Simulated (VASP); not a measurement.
VASP 6.6.1 run: MgO

INCAR

```
NELM = 120
LASPH = .TRUE.
LCHARG = .FALSE.
NSW = 0
METAGGA = R2SCAN
EDIFF = 1E-7
ENCUT = 520
PREC = Accurate
ISMEAR = 0
LREAL = .FALSE.
IBRION = -1
ALGO = Normal
LWAVE = .FALSE.
SIGMA = 0.01
NBANDS = 5
ISIF = 2
```

KPOINTS

```
KPOINTS created by Atomic Simulation Environment
0
Gamma
10 10 10
0 0 0
```

POSCAR

```
Mg O
 1.0000000000000000
     0.0000000000000000    2.0811457412999999    2.0811457412999999
     2.0811457412999999    0.0000000000000000    2.0811457412999999
     2.0811457412999999    2.0811457412999999    0.0000000000000000
 Mg  O
   1   1
Cartesian
  0.0000000000000000  0.0000000000000000  0.0000000000000000
  2.0811457412999999  2.0811457412999999  2.0811457412999999
```

The recommended PBE PAW datasets give the neutral cell 8 valence electrons.

Command

```
mpirun -np 1 vasp_std
```

OSZICAR

```
N       E                     dE             d eps       ncg     rms          rms(c)
DAV:   1     0.303299857622E+02    0.30330E+02   -0.48363E+03   520   0.147E+03
DAV:   2    -0.183669476941E+02   -0.48697E+02   -0.45120E+02   615   0.258E+02
DAV:   3    -0.198116174191E+02   -0.14447E+01   -0.14447E+01   540   0.564E+01
DAV:   4    -0.198178863838E+02   -0.62690E-02   -0.62690E-02   700   0.367E+00
DAV:   5    -0.198179002481E+02   -0.13864E-04   -0.13864E-04   605   0.103E-01    0.686E+00
DAV:   6    -0.160846220976E+02    0.37333E+01   -0.62546E+00   495   0.281E+01    0.201E+00
DAV:   7    -0.161444658815E+02   -0.59844E-01   -0.23118E-01   590   0.633E+00    0.139E+00
DAV:   8    -0.161562296774E+02   -0.11764E-01   -0.39492E-02   470   0.451E+00    0.283E-01
DAV:   9    -0.161551046259E+02    0.11251E-02   -0.61595E-03   580   0.108E+00    0.588E-02
DAV:  10    -0.161552612188E+02   -0.15659E-03   -0.18431E-04   475   0.206E-01    0.234E-02
DAV:  11    -0.161552589236E+02    0.22952E-05   -0.33133E-05   570   0.760E-02    0.449E-03
DAV:  12    -0.161552572354E+02    0.16881E-05   -0.35203E-07   510   0.103E-02    0.193E-03
DAV:  13    -0.161552569436E+02    0.29186E-06   -0.53544E-07   485   0.880E-03    0.108E-04
DAV:  14    -0.161552566291E+02    0.31445E-06   -0.29120E-09   255   0.966E-04    0.759E-05
DAV:  15    -0.161552565529E+02    0.76186E-07   -0.54951E-10   260   0.305E-04
   1 F= -.16155257E+02 E0= -.16155257E+02  d E =-.317931E-64
```

Standard output (part)

```
POSCAR found type information on POSCAR MgO
 POSCAR found :  2 types and       2 ions
 LDA part: xc-table for (None), standard interpolation
 POSCAR, INCAR and KPOINTS ok, starting setup
 WAVECAR not read
 entering main loop
```

From OUTCAR

```
k-points           NKPTS =     47   k-points in BZ     NKDIM =     47   number of bands    NBANDS=      5

   NELECT =       8.0000    total number of electrons

   dimension x,y,z NGX =    24 NGY =   24 NGZ =   24
   dimension x,y,z NGXF=    48 NGYF=   48 NGZF=   48

  energy-cutoff  :      520.00
  volume of cell :       18.03
      direct lattice vectors                 reciprocal lattice vectors
     0.000000000  2.081145741  2.081145741    -0.240252276  0.240252276  0.240252276
     2.081145741  0.000000000  2.081145741     0.240252276 -0.240252276  0.240252276
     2.081145741  2.081145741  0.000000000     0.240252276  0.240252276 -0.240252276

 k-points in reciprocal lattice and weights: KPOINTS created by Atomic Simulation Env
   0.00000000  0.00000000  0.00000000       0.001
   0.10000000  0.00000000  0.00000000       0.008
   0.20000000  0.00000000  0.00000000       0.008
   0.30000000  0.00000000  0.00000000       0.008
   0.40000000  0.00000000  0.00000000       0.008
   0.50000000  0.00000000  0.00000000       0.004
   0.10000000  0.10000000  0.00000000       0.006
   0.20000000  0.10000000  0.00000000       0.024
   ...

 E-fermi :   3.1600

 k-point     1 :       0.0000    0.0000    0.0000
  band No.  band energies     occupation
      1     -15.3440      2.00000
      2       3.0427      2.00000
      3       3.0428      2.00000
      4       3.0428      2.00000
      5       9.0157      0.00000

 k-point     2 :       0.1000    0.0000    0.0000
  band No.  band energies     occupation
      1     -15.2331      2.00000
      2       2.4045      2.00000
      3       2.9690      2.00000
      4       2.9690      2.00000
      5       9.6294      0.00000

 k-point     3 :       0.2000    0.0000    0.0000
  band No.  band energies     occupation
      1     -14.9292      2.00000
      2       1.0519      2.00000
      3       2.7820      2.00000
      4       2.7820      2.00000
      5      10.8388      0.00000

 k-point     4 :       0.3000    0.0000    0.0000
  band No.  band energies     occupation
      1     -14.5202      2.00000
      2      -0.3336      2.00000
      3       2.5620      2.00000
      4       2.5620      2.00000
      5      11.7601      0.00000

 k-point     5 :       0.4000    0.0000    0.0000
  band No.  band energies     occupation
      1     -14.1545      2.00000
      2      -1.3523      2.00000
      3       2.3921      2.00000
      4       2.3921      2.00000
      5      12.0579      0.00000

 k-point     6 :       0.5000    0.0000    0.0000
  band No.  band energies     occupation
      1     -14.0047      2.00000
      2      -1.7295      2.00000
      3       2.3289      2.00000
      4       2.3289      2.00000
      5      12.0821      0.00000

 k-point     7 :       0.1000    0.1000    0.0000
  band No.  band energies     occupation
      1     -15.1973      2.00000
      2       2.3408      2.00000
      3       2.8805      2.00000
      4       2.8805      2.00000
      5       9.8319      0.00000

 k-point     8 :       0.2000    0.1000    0.0000
  band No.  band energies     occupation
      1     -14.9610      2.00000
      2       1.3459      2.00000
      3       2.6858      2.00000
      4       2.7110      2.00000
      5      10.8540      0.00000

 ...

  Total        0.4723194      0.4723194      0.4723194      0.0000000      0.0000000     -0.0000000
  in kB       41.9767608     41.9767608     41.9767608      0.0000000      0.0000000     -0.0000000
  external PRESSURE =      41.9767608 kB  Pullay stress =       0.0000000 kB

 POSITION                                       TOTAL-FORCE (eV/Angst)
 -----------------------------------------------------------------------------------
      0.00000      0.00000      0.00000        -0.000000      0.000000      0.000000
      2.08115      2.08115      2.08115         0.000000      0.000000      0.000000
 -----------------------------------------------------------------------------------
    total drift:                               -0.000000     -0.000000      0.000000

  FREE ENERGIE OF THE ION-ELECTRON SYSTEM (eV)
  ---------------------------------------------------
  free  energy   TOTEN  =       -16.1552565529 eV

  energy  without entropy=      -16.1552565529  energy(sigma->0) =      -16.15525655
```

It converged. Results: gap between bands v and c on the k mesh 5.97 eV; least direct gap on the k mesh 5.97 eV; pressure 4.2 GPa. Band v is the last that the valence electrons fill when counted band by band, and c is the next.

For comparison, a separate r²SCAN run of the intended cell, on usual settings and not on those above, gives a gap of 5.97 eV on its mesh and a pressure of 4.2 GPa.

The run above took about 19 s on one core of a shared host (Intel Xeon Platinum 8488C) and held 0.14 GiB at most.
